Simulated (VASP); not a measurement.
Input of a VASP 6.6.1 run:

INCAR

```
SYSTEM = MgO
PREC = Accurate ; ENCUT = 520
EDIFF = 1E-6 ; ISMEAR = 0
SIGMA = 0.05 ; LREAL = .FALSE.
LASPH = .TRUE. ; NELM = 100
ALGO = Normal ; ISIF = 2
LWAVE = .FALSE. ; LCHARG = .FALSE.
GGA = PE ; NBANDS = 16
```

File KPOINTS:

```
regular mesh
0
G
  6 6 6
  0 0 0
```

The input POSCAR:

```
MgO
1.0
    3.4863778627      0.0000000000      0.0000000000
   -1.7431889314      3.0645811732      0.0000000000
    0.0000000000      0.0000000000      4.1780412200
Mg O
2 2
Direct
    0.6666666667      0.3333333333      0.7500000000
    0.3333333333      0.6666666667      0.2500000000
    0.6666666667      0.3333333333      0.2500000000
    0.3333333333      0.6666666667      0.7500000000
```

Potentials or basis: VASP PAW PBE potentials, release 64 (Mg, O).

Command:

```bash
$ cat potpaw_PBE.64/Mg/POTCAR potpaw_PBE.64/O/POTCAR > POTCAR
$ mpirun -np 1 vasp_std > vasp.out
```

What does it give for the largest force?

0.125 eV/Å.

Estimate the pressure.

2.0 GPa.

Estimate the band gap on the k mesh.

3.37 eV, direct.

Forces in eV/Å, atoms in the order of the input:
```
Mg   0.000 -0.107  0.000
Mg   0.000  0.107  0.000
O    0.000 -0.125  0.000
O    0.000  0.125  0.000
```
